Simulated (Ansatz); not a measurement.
# KNbO$_{3}$: the gap against volume

KNbO$_{3}$, Pm-3m, a = 4.026 Å. The structure is a Materials Project entry; whether it is the stable form wasn't checked. Ansatz: PBE, PAW, 420 eV, Γ-centred 8×8×8 mesh on 5 atoms, Gaussian smearing 0.02 eV; no spin polarisation. Symmetry fixes shape and atoms, so the cell is only scaled; x = ln(V/V0) with V0 = 13.056 Å³/atom. The gap is read at the mesh points alone.

```
      x gap y (eV)
-0.1278       1.782
-0.0943       1.717
-0.0619       1.655
-0.0305       1.592
 0.0000       1.531
 0.0296       1.470
 0.0583       1.411
 0.0953           ?
```

Q: Fit a straight line to the other rows, give the volume deformation potential of the gap and its pressure coefficient, and predict the missing gap. B0 = 175.5 GPa.

A: Means x = -0.03237, y = 1.5940; Σ(Δx)² = 0.02693, ΣΔxΔy = -0.05368; the slope is their ratio. y = 1.5295 − 1.9935 x. The slope is the deformation potential a = dE_g/d ln V = -1.99 eV, and dE_g/dP = −a/B0 = 11.4 meV/GPa. At x = 0.0953 the fit asked for gives 1.340 eV. The run gave 1.334 eV, so the fit is 0.006 eV too high, 1.3 % of the span of the series, against an rms of 0.002 eV on the fitted rows. The row lies outside the fitted range. With a term in x² added, a fit to the same known rows predicts 1.333 eV, so most of the miss is curvature that the known rows already hold.

Semilocal functionals give gaps under the measured ones; changes of the gap mostly carry over better.

Symmetry holds off the tilts and polar distortions that many cubic perovskites undergo.